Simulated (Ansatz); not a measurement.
# ZnO: the cost of one run

Program: Ansatz 0.2.0. Level of theory: DFT PBEsol, scalar-relativistic, plane waves, PAW. These are calculated values, not measurements.

1 further run of the same task is left out (set aside as unsound or not needed).

## 1. Starting point

Symmetry: P6_3mc, No. 186, hexagonal system. The conventional cell has a = 3.230 Å, b = 3.230 Å, c = 5.214 Å, α = 90.00°, β = 90.00°, γ = 120.00°. Zn (site symmetry 3m) has 4 O at 1.97 to 1.98 Å as nearest neighbours. O (site symmetry 3m) has 4 Zn at 1.97 to 1.98 Å as nearest neighbours.

Structure file:

```
Zn O
1.0
     3.23006    0.00000    0.00000
    -1.61503    2.79731    0.00000
     0.00000    0.00000    5.21411
Zn O
2 2
Cartesian
  0.0000 1.8649 2.6072
  1.6150 0.9324 0.0002
  1.6150 0.9324 1.9760
  0.0000 1.8649 4.5831
```

It is the result of an earlier relaxation at this level (volume 11.78 Å³/atom; gap on the mesh: 0.70 eV).

The bulk reference comes from a run made before at the same settings: -1921.0645 eV/atom.

## 2. The (110) slab

Miller indices refer to the conventional cell of the relaxed bulk, P6_3mc (No. 186): a = 3.230 Å, b = 3.230 Å, c = 5.214 Å, α = 90.00°, β = 90.00°, γ = 120.00°.

Cut from the relaxed bulk: a (110) slab, 4.8 Å thick as cut, with 15 Å of vacuum; its outer planes are ZnO (top) and ZnO (bottom).

The slab as cut. Layers, bottom to top:

| plane | atoms per cell | height over the lowest (Å) |
| --- | --- | --- |
| 1 | Zn2O2 | 0.00 |
| 2 | Zn2O2 | 1.62 |
| 3 | Zn2O2 | 3.23 |
| 4 | Zn2O2 | 4.85 |

## 3. Single point on the unrelaxed (110) slab

A dipole layer in the vacuum cancels the field that periodic copies would set up if the slab's two faces differ.

input.yaml reads:

```yaml
crystal:
  lattice:
    - [5.2141142598, 0.0, 0.0]
    - [0.0, 5.5946231937, 0.0]
    - [0.0, 0.0, 19.8450858104]
  atoms:
    - { symbol: Zn, position: [0.4999673609, 0.1666666667, 0.3779273152] }
    - { symbol: Zn, position: [0.9999673609, 0.8333333333, 0.3779273152] }
    - { symbol: O, position: [0.6210226391, 0.8333333333, 0.3779273152] }
    - { symbol: O, position: [0.1210226391, 0.1666666667, 0.3779273152] }
    - { symbol: Zn, position: [0.4999673609, 0.6666666667, 0.4593091051] }
    - { symbol: Zn, position: [0.9999673609, 0.3333333333, 0.4593091051] }
    - { symbol: O, position: [0.6210226391, 0.3333333333, 0.4593091051] }
    - { symbol: O, position: [0.1210226391, 0.6666666667, 0.4593091051] }
    - { symbol: Zn, position: [0.4999673609, 0.1666666667, 0.5406908949] }
    - { symbol: Zn, position: [0.9999673609, 0.8333333333, 0.5406908949] }
    - { symbol: O, position: [0.6210226391, 0.8333333333, 0.5406908949] }
    - { symbol: O, position: [0.1210226391, 0.1666666667, 0.5406908949] }
    - { symbol: Zn, position: [0.4999673609, 0.6666666667, 0.6220726848] }
    - { symbol: Zn, position: [0.9999673609, 0.3333333333, 0.6220726848] }
    - { symbol: O, position: [0.6210226391, 0.3333333333, 0.6220726848] }
    - { symbol: O, position: [0.1210226391, 0.6666666667, 0.6220726848] }
basis:
  ecutwfc: 420
kpoints:
  mp_grid: { grid: [5, 5, 1] }
hamiltonian:
  xc: pbesol
scf:
  occupations: { method: gaussian, width: 0.05 }
output:
  forces: true
  stress: true
  eigenvalues: true
  write_density: true
  write_potential: true
  elf: true
  volumetric_format: npy
efield:
  axis: 3
  dipole_correction: true
```

Run with:

```bash
ansatz run input.yaml --threads 2 --pin off --max-ram 5120MiB --backend cpu --events-out ev --progress --plain --runs-dir out
```

Q: Estimate wall time and peak memory on 2 threads of Arm Neoverse V1, shared host.

About 38 s, with a peak of 1 GiB.
